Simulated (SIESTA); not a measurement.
Runs of SIESTA 5.4.2 on ZrC. It takes space group Fm-3m (No. 225, cubic). Conventional cell: a = 4.730 Å, b = 4.730 Å, c = 4.730 Å, α = 90.00°, β = 90.00°, γ = 90.00°. Around Zr (site symmetry m-3m) lie 6 C at 2.37 Å. C (site symmetry m-3m) has 6 Zr at 2.37 Å as nearest neighbours. 

```tsv
task	level	potentials or basis	cell	optimiser	force tolerance	energy shift	gap on the mesh (eV)	pressure (GPa)
relaxation of cell and atoms	BLYP	PseudoDojo 0.4 standard (PBE files), DZP (energy shift 0.002 Ry)	relaxed	CG	0.01 eV/Å	0.002 Ry	none	0.0
band structure	PBE	PseudoDojo 0.4 standard (PBE files), DZ (energy shift 0.002 Ry)	as given	-	-	0.002 Ry	none	-0.7
band structure	LDA	PseudoDojo 0.4 standard (LDA files), DZP (energy shift 0.003 Ry; two zetas on semicore shells)	as given	-	-	0.003 Ry	none	-10.3
band structure	PBE	PseudoDojo 0.4 standard (PBE files), DZP (energy shift 0.003 Ry; two zetas on semicore shells)	as given	-	-	0.003 Ry	none	(a)
```

Alike in all rows: no spin polarisation; k mesh 10 × 10 × 10; smearing fermi-dirac 0.05 eV; grid cutoff 800 Ry.

Task: Fill in the values left out.

Result: (a) -0.9.

Caveats: the basis of atomic orbitals isn't converged, which shifts pressures, moduli and gaps; semicore shells carry a single zeta, which can move pressures by several GPa and volumes by a few percent (some runs); the potentials were made for another functional, which shifts forces and pressure (some runs); the basis has no polarisation orbitals (some runs).

A k mesh can miss the band edges, and the runs leave out spin-orbit coupling on Zr.

A gap of «none» marks a metal or a gap under the smearing width.

Not every run made on this cell is shown here.
